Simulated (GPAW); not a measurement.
Crystal: Se.

```xyz
1
Lattice="-1.6464 1.8449 1.4062 1.8911 -1.9035 1.7095 1.5560 1.8131 -1.4648" Properties=species:S:1:pos:R:3 pbc="T T T"
Se    0.0000    0.0000    0.0000
```

This isn't the form of Se at room conditions, which is trigonal, of chains.

The cell isn't the ideal one: cell sheared at random, sigma 0.06, atoms nudged by 0.01 Å.

Base run:

| Quantity | Value |
| --- | --- |
| Program | GPAW 26.7.0 |
| Functional | PBE |
| Potentials or basis | GPAW PAW data sets (gpaw-data 1.2.1) |
| Cutoff | 600 eV |
| Basis | pw |
| k mesh | 11 × 11 × 11 |
| Occupations | fermi-dirac, width 0.05 eV |
| Spin | no spin polarisation |

Its results: band gap on the k mesh none (metal or under the smearing width); pressure 4.4 GPa.

The run is repeated on the same cell with these changes: functional from PBE to WC; potentials or basis from GPAW PAW data sets (gpaw-data 1.2.1) to PAW data sets generated in the run's folder for this functional. What comes out?

Band gap on the k mesh none (metal or under the smearing width); pressure 0.7 GPa.
